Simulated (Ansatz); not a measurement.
A relaxation computed with Ansatz, from input to last step.

```yaml
crystal:
  lattice:
    - [3.1008760097, 0.0, 0.0]
    - [-1.5504380048, 2.6854373983, 0.0]
    - [0.0, 0.0, 4.9710204767]
  atoms:
    - { symbol: Al, position: [0.6666666667, 0.3333333333, 0.4992342259] }
    - { symbol: Al, position: [0.3333333333, 0.6666666667, 0.9992342259] }
    - { symbol: "N", position: [0.6666666667, 0.3333333333, 0.8807657741] }
    - { symbol: "N", position: [0.3333333333, 0.6666666667, 0.3807657741] }
basis:
  ecutwfc: 420
kpoints:
  mp_grid: { grid: [12, 12, 6] }
hamiltonian:
  xc: pbe
scf:
  occupations: { method: gaussian, width: 0.02 }
output:
  forces: true
  stress: true
  eigenvalues: true
relax:
  adjacent_minimum: "off"
  f_tol: 0.008
  max_steps: 50
  cell: { stress_tol: 0.08, p_target: 3.0 }
```

```bash
ansatz run input.yaml --threads 1 --pin off --max-ram 2560MiB --backend cpu --events-out ev --progress --plain --runs-dir out
```

Level of theory: DFT PBE, scalar-relativistic, plane waves, PAW (Ansatz 0.2.0).

Of 6 frames 5 are shown, positions in Å and forces in eV/Å; the SCF threshold varies from step to step. Steps run on the plane waves of an earlier cell, with a Pulay correction in the pressure. The basis is chosen afresh for the last frame, the zero of the energies, and at times for earlier ones too; energy and pressure step there, also at an unchanged geometry. The relaxation lowers the enthalpy F + PV at the target pressure, so the free energy itself can rise.

```xyz
4
Lattice="3.1009 0.0000 0.0000 -1.5504 2.6854 0.0000 0.0000 0.0000 4.9710" Properties=species:S:1:pos:R:3:forces:R:3 pbc="T T T" step=1 free_energy_over_end_meV_per_atom=3.75 pressure_GPa=5.78
Al    1.5504    0.8951    2.4817    0.0000    0.0000   -0.0110
Al    0.0000    1.7903    4.9672    0.0000    0.0000   -0.0110
N     1.5504    0.8951    4.3783    0.0000    0.0000    0.0110
N     0.0000    1.7903    1.8928    0.0000    0.0000    0.0110
4
Lattice="3.1086 0.0000 0.0000 -1.5543 2.6921 0.0000 0.0000 0.0000 4.9793" Properties=species:S:1:pos:R:3:forces:R:3 pbc="T T T" step=2 free_energy_over_end_meV_per_atom=1.77 pressure_GPa=4.32
Al    1.5543    0.8974    2.4854    0.0000    0.0000   -0.0064
Al    0.0000    1.7948    4.9751    0.0000    0.0000   -0.0064
N     1.5543    0.8974    4.3861    0.0000    0.0000    0.0064
N     0.0000    1.7948    1.8964    0.0000    0.0000    0.0064
4
Lattice="3.1151 0.0000 0.0000 -1.5575 2.6977 0.0000 0.0000 0.0000 4.9887" Properties=species:S:1:pos:R:3:forces:R:3 pbc="T T T" step=3 free_energy_over_end_meV_per_atom=0.53 pressure_GPa=3.02
Al    1.5575    0.8992    2.4898    0.0000    0.0000    0.0004
Al    0.0000    1.7985    4.9842    0.0000    0.0000    0.0004
N     1.5575    0.8992    4.3946    0.0000    0.0000   -0.0004
N     0.0000    1.7985    1.9003    0.0000    0.0000   -0.0004
4
Lattice="3.1151 0.0000 0.0000 -1.5575 2.6977 0.0000 0.0000 0.0000 4.9887" Properties=species:S:1:pos:R:3:forces:R:3 pbc="T T T" step=4 free_energy_over_end_meV_per_atom=0.09 pressure_GPa=3.10
Al    1.5575    0.8992    2.4898    0.0000    0.0000    0.0004
Al    0.0000    1.7985    4.9842    0.0000    0.0000    0.0004
N     1.5575    0.8992    4.3946    0.0000    0.0000   -0.0005
N     0.0000    1.7985    1.9003    0.0000    0.0000   -0.0005
4
Lattice="3.1155 0.0000 0.0000 -1.5578 2.6981 0.0000 0.0000 0.0000 4.9895" Properties=species:S:1:pos:R:3:forces:R:3 pbc="T T T" step=6 free_energy_over_end_meV_per_atom=0.00 pressure_GPa=3.00
Al    1.5578    0.8994    2.4902    0.0000    0.0000    0.0006
Al    0.0000    1.7987    4.9850    0.0000    0.0000    0.0006
N     1.5578    0.8994    4.3953    0.0000    0.0000   -0.0006
N     0.0000    1.7987    1.9006    0.0000    0.0000   -0.0006
```

Time: 28 s on 1 thread of Arm Neoverse V1, with other jobs on the host, peak memory 0.34 GiB.